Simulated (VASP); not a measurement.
# Al (Im-3m) in VASP: settings compared

Aim: see how the results for Al move with the level of theory and the settings. Levels: PBEsol, r2SCAN+D4. Tasks: atomic charges, relaxation of the atoms.

All numbers are computed with VASP 6.6.1; they aren't measurements. Logs are shortened: lines on timing, memory, paths and dates and some standing lists are left out, and cuts for length are marked.

### Step 1. The undisturbed crystal

Symmetry: Im-3m, No. 229, cubic system. Conventional cell: a = 3.182 Å, b = 3.182 Å, c = 3.182 Å, α = 90.00°, β = 90.00°, γ = 90.00°. Around Al (site symmetry m-3m) lie 8 Al at 2.76 Å.

This isn't the form of Al at room conditions, which is fcc.

### Step 2. Atomic charges, PBEsol (volume scaled by 1.15)

Contents of INCAR:

```
SYSTEM = Al
PREC     = Accurate       ! precision mode
ENCUT    = 500            ! plane-wave cutoff, eV
EDIFF    = 1E-7           ! SCF threshold, eV
ISMEAR   = 0              ! smearing method
SIGMA    = 0.1            ! smearing width, eV
LREAL    = .FALSE.        ! projectors in reciprocal space
LASPH    = .TRUE.         ! aspherical terms in the spheres
NELM     = 60             ! most SCF steps
ALGO     = Fast           ! electronic algorithm
ISIF     = 2              ! what is computed and relaxed
LWAVE    = .FALSE.        ! write WAVECAR
LCHARG   = .FALSE.        ! write CHGCAR
GGA      = PS             ! functional
LORBIT   = 11             ! projections on sites
```

Contents of Al.cif:

```cif
data_Al
_cell_length_a 3.33420640
_cell_length_b 3.33420640
_cell_length_c 3.33420640
_cell_angle_alpha 90.00000000
_cell_angle_beta 90.00000000
_cell_angle_gamma 90.00000000
_space_group_name_H-M_alt 'Im-3m'
_space_group_name_Hall '-I 4 2 3'
_space_group_IT_number 229
loop_
_space_group_symop_operation_xyz
'x,y,z'
'-x,-y,-z'
'-y,x,z'
'y,-x,-z'
'-x,-y,z'
'x,y,-z'
'y,-x,z'
'-y,x,-z'
'x,-y,-z'
'-x,y,z'
'-y,-x,-z'
'y,x,z'
'-x,y,-z'
'x,-y,z'
'y,x,-z'
'-y,-x,z'
'z,x,y'
'-z,-x,-y'
'z,-y,x'
'-z,y,-x'
'z,-x,-y'
'-z,x,y'
'z,y,-x'
'-z,-y,x'
'-z,x,-y'
'z,-x,y'
'-z,-y,-x'
'z,y,x'
'-z,-x,y'
'z,x,-y'
'-z,y,x'
'z,-y,-x'
'y,z,x'
'-y,-z,-x'
'x,z,-y'
'-x,-z,y'
'-y,z,-x'
'y,-z,x'
'-x,z,y'
'x,-z,-y'
'-y,-z,x'
'y,z,-x'
'-x,-z,-y'
'x,z,y'
'y,-z,-x'
'-y,z,x'
'x,-z,y'
'-x,z,-y'
'x+1/2,y+1/2,z+1/2'
'-x+1/2,-y+1/2,-z+1/2'
'-y+1/2,x+1/2,z+1/2'
'y+1/2,-x+1/2,-z+1/2'
'-x+1/2,-y+1/2,z+1/2'
'x+1/2,y+1/2,-z+1/2'
'y+1/2,-x+1/2,z+1/2'
'-y+1/2,x+1/2,-z+1/2'
'x+1/2,-y+1/2,-z+1/2'
'-x+1/2,y+1/2,z+1/2'
'-y+1/2,-x+1/2,-z+1/2'
'y+1/2,x+1/2,z+1/2'
'-x+1/2,y+1/2,-z+1/2'
'x+1/2,-y+1/2,z+1/2'
'y+1/2,x+1/2,-z+1/2'
'-y+1/2,-x+1/2,z+1/2'
'z+1/2,x+1/2,y+1/2'
'-z+1/2,-x+1/2,-y+1/2'
'z+1/2,-y+1/2,x+1/2'
'-z+1/2,y+1/2,-x+1/2'
'z+1/2,-x+1/2,-y+1/2'
'-z+1/2,x+1/2,y+1/2'
'z+1/2,y+1/2,-x+1/2'
'-z+1/2,-y+1/2,x+1/2'
'-z+1/2,x+1/2,-y+1/2'
'z+1/2,-x+1/2,y+1/2'
'-z+1/2,-y+1/2,-x+1/2'
'z+1/2,y+1/2,x+1/2'
'-z+1/2,-x+1/2,y+1/2'
'z+1/2,x+1/2,-y+1/2'
'-z+1/2,y+1/2,x+1/2'
'z+1/2,-y+1/2,-x+1/2'
'y+1/2,z+1/2,x+1/2'
'-y+1/2,-z+1/2,-x+1/2'
'x+1/2,z+1/2,-y+1/2'
'-x+1/2,-z+1/2,y+1/2'
'-y+1/2,z+1/2,-x+1/2'
'y+1/2,-z+1/2,x+1/2'
'-x+1/2,z+1/2,y+1/2'
'x+1/2,-z+1/2,-y+1/2'
'-y+1/2,-z+1/2,x+1/2'
'y+1/2,z+1/2,-x+1/2'
'-x+1/2,-z+1/2,-y+1/2'
'x+1/2,z+1/2,y+1/2'
'y+1/2,-z+1/2,-x+1/2'
'-y+1/2,z+1/2,x+1/2'
'x+1/2,-z+1/2,y+1/2'
'-x+1/2,z+1/2,-y+1/2'
loop_
_atom_site_label
_atom_site_type_symbol
_atom_site_symmetry_multiplicity
_atom_site_Wyckoff_symbol
_atom_site_fract_x
_atom_site_fract_y
_atom_site_fract_z
_atom_site_occupancy
Al1 Al 2 a 0.0000000000 0.0000000000 0.0000000000 1
```

Contents of KPOINTS:

```
Automatic mesh
0
G
  8 8 8
  0 0 0
```

Contents of POSCAR:

```
Al
 1.0000000000000000
     3.3342063999999998    0.0000000000000000    0.0000000000000000
     0.0000000000000000    3.3342063999999998    0.0000000000000000
     0.0000000000000000    0.0000000000000000    3.3342063999999998
 Al 
   2
Cartesian
  0.0000000000000000  0.0000000000000000  0.0000000000000000
  1.6671031999999999  1.6671031999999999  1.6671031999999999
```

Potentials or basis: VASP PAW PBE potentials, release 64 (Al).

On the command line:

```console
> ase convert -i cif -o vasp Al.cif POSCAR
> cat potpaw_PBE.64/Al/POTCAR > POTCAR
> mpirun -np 1 vasp_std > vasp.out
```

OUTCAR:

```text
SYSTEM = Al
   PREC = Accurate
   ENCUT = 500
   EDIFF = 1E-7
   ISMEAR = 0
   LREAL = .FALSE.
   LASPH = .TRUE.
   NELM = 60
   ISIF = 2
   GGA = PS
   LORBIT = 11

 ion  position               nearest neighbor table
   1  0.000  0.000  0.000-   2 2.89   2 2.89   2 2.89   2 2.89   2 2.89   2 2.89   2 2.89   2 2.89

   2  0.500  0.500  0.500-   1 2.89   1 2.89   1 2.89   1 2.89   1 2.89   1 2.89   1 2.89   1 2.89

  LATTYP: Found a simple cubic cell.
 ALAT       =     3.3342064000

  Lattice vectors:

 A1 = (   3.3342064000,   0.0000000000,   0.0000000000)
 A2 = (   0.0000000000,   3.3342064000,   0.0000000000)
 A3 = (   0.0000000000,   0.0000000000,   3.3342064000)

Analysis of symmetry for initial positions (statically):
=====================================================================
 Subroutine PRICEL returns following result:

  LATTYP: Found a body centered cubic cell.
 ALAT       =     3.3342064000

  Lattice vectors:

 A1 = (   1.6671032000,   1.6671032000,  -1.6671032000)
 A2 = (  -1.6671032000,   1.6671032000,   1.6671032000)
 A3 = (   1.6671032000,  -1.6671032000,   1.6671032000)

   2 primitive cells build up your supercell.

 Routine SETGRP: Setting up the symmetry group for a
 simple cubic supercell.

 Subroutine GETGRP returns: Found 48 space group operations
 (whereof 48 operations were pure point group operations)
 out of a pool of 48 trial point group operations.

The static configuration has the point symmetry O_h .

Analysis of symmetry for dynamics (positions and initial velocities):
=====================================================================
 Subroutine PRICEL returns following result:

  LATTYP: Found a body centered cubic cell.
 ALAT       =     3.3342064000

  Lattice vectors:

 A1 = (   1.6671032000,   1.6671032000,  -1.6671032000)
 A2 = (  -1.6671032000,   1.6671032000,   1.6671032000)
 A3 = (   1.6671032000,  -1.6671032000,   1.6671032000)

   2 primitive cells build up your supercell.

 Routine SETGRP: Setting up the symmetry group for a
 simple cubic supercell.

 Subroutine GETGRP returns: Found 48 space group operations
 (whereof 48 operations were pure point group operations)
 out of a pool of 48 trial point group operations.

The dynamic configuration has the point symmetry O_h .

 Subroutine INISYM returns: Found 48 space group operations
 (whereof 48 operations are pure point group operations),
[... 111 lines left out ...]
   ISYM   =      2    0-nonsym 1-usesym 2-fastsym
   POTIM  = 0.5000    time-step for ionic-motion
   TEBEG  =    0.0;   TEEND  =   0.0 temperature during run
   PSTRESS=    0.0 pullay stress
   NELECT =       6.0000    total number of electrons
   NUPDOWN=      -1.0000    fix difference up-down
   EMIN   =  10.00;   EMAX   =-10.00  energy-range for DOS
   EFERMI =   0.00;   METHOD = LEGACY
   ISMEAR =     0;   SIGMA  =   0.10  broadening in eV -4-tet -1-fermi 0-gaus
   EFERMI_NEDOS =   21; number of points for ismear=-14 and -15
   IALGO  =     68    algorithm
   IMIX   =      4    mixing-type and parameters
     AMIX     =   0.40;   BMIX     =  1.00
     AMIX_MAG =   1.60;   BMIX_MAG =  1.00
  volume/ion in A,a.u.               =      18.53       125.07
  Fermi-wavevector in a.u.,A,eV,Ry     =   0.892208  1.686029 10.830715  0.796035
  Thomas-Fermi vector in A             =   2.014127
   LORBIT       =     11    0 simple, 1 ext, 2 COOP (PROOUT), +10 PAW based schemes
   GGA     = PS    functional components
   LHFCALC =     F    Hartree Fock is set to
   AEXX    =    0.0000 exact exchange contribution
   IVDW    =     0    specifies the selected vdW correction
   LEPSILON=     F    determine dielectric tensor
   LRPA    =     F    only Hartree local field effects (RPA)
 non-spin polarized calculation
 RMM-DIIS sequential band-by-band and
 Gauss-broadening in eV      SIGMA  =   0.10
  energy-cutoff  :      500.00
  volume of cell :       37.07
 maximum number of plane-waves:       968
   NGX = 13   NGY = 13   NGZ = 13

 number of electron       6.0000000 magnetization

 Free energy of the ion-electron system (eV)
  ---------------------------------------------------
  ext. energy  EPLUGINS =         0.00000000
  ---------------------------------------------------
  free energy    TOTEN  =        -7.87326484 eV

  energy without entropy =       -7.86975375  energy(sigma->0) =       -7.87150930

 E-fermi :   6.7917     XC(G=0):  -9.8439

 val. band max:        6.7346676792   @ k =   0.3750   0.3750   0.1250
 cond. band min:       6.9230929740   @ k =   0.5000   0.2500   0.0000
 fundamental gap:      0.1884252949
 Fermi energy:         6.7917287757

 k-point     1 :       0.0000    0.0000    0.0000
  band No.  band energies     occupation
      1      -3.5551      2.00000
      2       8.4785      0.00000
      3       8.4785      0.00000
      4       8.4785      0.00000
      5       9.9270      0.00000
      6       9.9270      0.00000
      7      11.0856      0.00000
[... 331 lines left out ...]
 k-point    35 :       0.5000    0.5000    0.5000
  band No.  band energies     occupation
      1       6.0160      2.00000
      2       6.0160      2.00000
      3       6.0160      2.00000
      4       6.0160      2.00000
      5       6.0160      2.00000
      6       6.0160      2.00000
      7       6.5951      1.99458

------------------------ aborting loop because EDIFF is reached ----------------------------------------

  FORCE on cell =-STRESS in cart. coord.  units (eV):
  Direction    XX          YY          ZZ          XY          YZ          ZX
  --------------------------------------------------------------------------------------
  -------------------------------------------------------------------------------------
  Total       -1.4443325     -1.4443325     -1.4443325     -0.0000000      0.0000000      0.0000000
  in kB      -62.4310037    -62.4310037    -62.4310037     -0.0000000      0.0000000      0.0000000
  external PRESSURE =     -62.4310037 kB  Pullay stress =       0.0000000 kB

 VOLUME and BASIS-vectors are now :
 -----------------------------------------------------------------------------
  energy-cutoff  :      500.00
  volume of cell :       37.07
      direct lattice vectors                 reciprocal lattice vectors
     3.334206400  0.000000000  0.000000000     0.299921445  0.000000000  0.000000000
     0.000000000  3.334206400  0.000000000     0.000000000  0.299921445  0.000000000
     0.000000000  0.000000000  3.334206400     0.000000000  0.000000000  0.299921445

 POSITION                                       TOTAL-FORCE (eV/Angst)
 -----------------------------------------------------------------------------------
      0.00000      0.00000      0.00000        -0.000000      0.000000     -0.000000
      1.66710      1.66710      1.66710         0.000000     -0.000000      0.000000
 -----------------------------------------------------------------------------------
    total drift:                               -0.000000     -0.000000     -0.000000

  FREE ENERGIE OF THE ION-ELECTRON SYSTEM (eV)
  ---------------------------------------------------
  free  energy   TOTEN  =        -7.8732648444 eV

  energy  without entropy=       -7.8697537525  energy(sigma->0) =       -7.87150930

 total charge

# of ion       s       p       d       tot
------------------------------------------
    1        0.455   0.289   0.000   0.745
    2        0.455   0.289   0.000   0.745
--------------------------------------------------
tot          0.911   0.579   0.000   1.489
```

Run time: 4.2 s. Hardware: 1 thread of Intel Xeon Platinum 8488C (Sapphire Rapids), shared host; peak memory 0.13 GiB.

Results:

| Property | Result |
| --- | --- |
| Free energy | -7.8733 eV |
| Pressure | -6.2 GPa |
| Valence electrons inside the program's atomic spheres | Al 0.74 |

Caveat: the bands computed are all filled at some k points, so no gap is given; the PAW data sets were made with another functional, which shifts forces and pressure a little.

### Step 3. Relaxation of the atoms, r2SCAN+D4 (cell strained at random at fixed volume)

Contents of INCAR:

```
SYSTEM = Al
PREC     = Accurate       ! precision mode
ENCUT    = 550            ! plane-wave cutoff, eV
EDIFF    = 1E-6           ! SCF threshold, eV
ISMEAR   = 0              ! smearing method
SIGMA    = 0.05           ! smearing width, eV
LREAL    = .False.        ! projectors in reciprocal space
LASPH    = .True.         ! aspherical terms in the spheres
NELM     = 80             ! most SCF steps
ALGO     = Normal         ! electronic algorithm
ISIF     = 2              ! what is computed and relaxed
LWAVE    = .False.        ! write WAVECAR
LCHARG   = .False.        ! write CHGCAR
METAGGA  = R2SCAN         ! meta-GGA
LMIXTAU  = .True.       
IVDW     = 13             ! dispersion correction
VDW_S6   = 1.0          
VDW_S8   = 0.6018749    
VDW_A1   = 0.51559235   
VDW_A2   = 5.77342911   
IBRION   = 2              ! ionic algorithm
NSW      = 60             ! ionic steps
EDIFFG   = -0.005         ! ionic threshold
```

Contents of KPOINTS:

```
Automatic mesh
0
Gamma
  12 12 12
  0 0 0
```

Contents of POSCAR:

```
Al
1.0
   -1.5540980000      1.5634940000      1.5653090000
    1.5814630000     -1.6101550000      1.6393340000
    1.5714480000      1.6275040000     -1.6119700000
Al
1
Direct
    0.0068280000     -0.0171950000      0.0258860000
```

Potentials or basis: VASP PAW PBE potentials, release 64 (Al_GW).

On the command line:

```console
> cat potpaw_PBE.64/Al_GW/POTCAR > POTCAR
> mpirun -np 1 vasp_std > vasp.out
```

It took 2.9 min on 1 thread of Intel Xeon Platinum 8488C (Sapphire Rapids), shared host; peak memory 0.24 GiB.

It converged, with:

```yaml
Free_energy: -6.7235 eV
Pressure_after_relaxing: -0.6 GPa
Band_gap_on_the_k_mesh: none (metal or under the smearing width)
Dispersion_energy_per_atom: -0.121 eV
```

Stress tensor (GPa, compression positive):
```
-0.43 -0.06 -0.02
-0.06 -0.67  0.47
-0.02  0.47 -0.71
```

Final structure:
```yaml
crystal:
  lattice:
    - [-1.55410, 1.56349, 1.56531]
    - [1.58146, -1.61016, 1.63933]
    - [1.57145, 1.62750, -1.61197]
  atoms:
    - { symbol: Al, position: [0.00683, 0.98281, 0.02589] }
```

Levels at points of the mesh, in eV from the Fermi level:
| k point | band 1 | band 2 | band 3 | band 4 |
| --- | --- | --- | --- | --- |
| (0.00, 0.00, 0.00) | -12.09 | 13.81 | 14.12 | 14.53 |
| (0.50, 0.00, 0.00) | -4.77 | -3.88 | 8.84 | 8.89 |
| (0.00, 0.50, 0.00) | -4.94 | -4.23 | 8.67 | 8.88 |
| (0.50, 0.50, 0.00) | -4.77 | -3.90 | 8.56 | 8.68 |
| (0.00, 0.00, 0.50) | -4.88 | -4.13 | 8.53 | 8.67 |
| (0.50, 0.00, 0.50) | -4.76 | -3.88 | 8.63 | 8.68 |
| (0.00, 0.50, 0.50) | -5.06 | -4.46 | 9.00 | 9.34 |
| (0.50, 0.50, 0.50) | 1.68 | 2.02 | 2.30 | 2.84 |

Caveat: the relaxation stopped at its first step, so nothing moved; the PAW data sets were made with another functional, which shifts forces and pressure a little; pairwise dispersion overbinds metals, which lowers pressure and volume.

### Step 4. For comparison

An earlier run on the cell as given: functional PBEsol; potentials or basis VASP PAW PBE potentials, release 64 (Al); cutoff 520 eV; k mesh 12 × 12 × 12; occupations fermi-dirac, width 0.05 eV; no spin polarisation.

- Pressure: 2.3 GPa
- Band gap on the k mesh: none (metal or under the smearing width)

### Step 5. Summary

```csv
task,level,potentials or basis,cell,k mesh,cutoff (eV),smearing,ladder,other keys,gap on the mesh (eV),pressure (GPa)
atomic charges,PBEsol,"VASP PAW PBE potentials, release 64 (Al)",volume scaled by 1.15,8 × 8 × 8,500,gaussian 0.1 eV,-,ALGO = Fast,-,-6.2
relaxation of the atoms,r2SCAN+D4,"VASP PAW PBE potentials, release 64 (Al_GW)",atoms relaxed from: cell strained at random at fixed volume,12 × 12 × 12,550,gaussian 0.05 eV,-,-,none,-0.6
single point,PBEsol,"VASP PAW PBE potentials, release 64 (Al)",as given,12 × 12 × 12,520,fermi-dirac 0.05 eV,free,-,none,2.3
```

Alike in all rows: no spin polarisation.

Caveats: the PAW data sets were made with another functional, which shifts forces and pressure a little; the bands computed are all filled at some k points, so no gap is given (some runs); the relaxation stopped at its first step, so nothing moved (some runs); pairwise dispersion overbinds metals, which lowers pressure and volume (some runs).

Absolute energies hang on the potentials; compare differences alone.
